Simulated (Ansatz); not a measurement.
Crystal: Ti3O4.

```
Ti O
1.0
    -2.06591    2.06591    4.08913
     2.06591   -2.06591    4.08913
     2.06591    2.06591   -4.08913
Ti O
3 4
Direct
  0.75000 0.25000 0.50000
  0.50000 0.50000 0.00000
  0.25000 0.75000 0.50000
  0.75588 0.75588 0.00000
  0.50000 0.00000 0.50000
  0.24412 0.24412 0.00000
  0.00000 0.50000 0.50000
```

The cell comes from a database or a generator and needn't be the stable form of this composition.

- Program: Ansatz 0.2.0
- Task: relaxation of cell and atoms
- Functional: PBEsol
- Potentials or basis: Ansatz PAW
- Cutoff: 420 eV (not typed: the program's choice for these potentials)
- k mesh: 9 × 9 × 9
- Occupations: fermi-dirac, width 0.05 eV
- Spin: no spin polarisation

At the start: volume 9.97 Å³/atom.

Q: Where does the relaxation end?

A: It ends after 7 steps and the volume is 9.72 Å³/atom (-2.5 %); space group I4/mmm (No. 139, to 0.05 Å).

Step by step:
| step | energy change (eV) | largest force (eV/Å) | volume (Å³) |
| --- | --- | --- | --- |
| 1 | 0.0000 | 0.0103 | 69.81 |
| 2 | -0.0349 | 0.0086 | 68.55 |
| 3 | -0.0395 | 0.0043 | 68.06 |
| 4 | -0.0394 | 0.0011 | 68.08 |
| 5 | -0.0326 | 0.0005 | 68.08 |
| 6 | -0.0329 | 0.0001 | 68.03 |
| 7 | -0.0327 | 0.0001 | 68.03 |

Final structure:
```
Ti O
1.0
    -2.04984    2.04984    4.04762
     2.04984   -2.04984    4.04762
     2.04984    2.04984   -4.04762
Ti O
3 4
Direct
  0.75000 0.25000 0.50000
  0.50000 0.50000 0.00000
  0.25000 0.75000 0.50000
  0.75772 0.75772 0.00000
  0.50000 0.00000 0.50000
  0.24228 0.24228 0.00000
  0.00000 0.50000 0.50000
```

Caveat: the plane-wave basis is chosen anew once the cell has moved, so the energies of steps on either side of that aren't comparable; the pressure holds a Pulay correction of +0.7 GPa for the finite cutoff; the PAW data sets come from PBE, with cores solved anew for the run's functional, which leaves a small shift of forces and pressure.
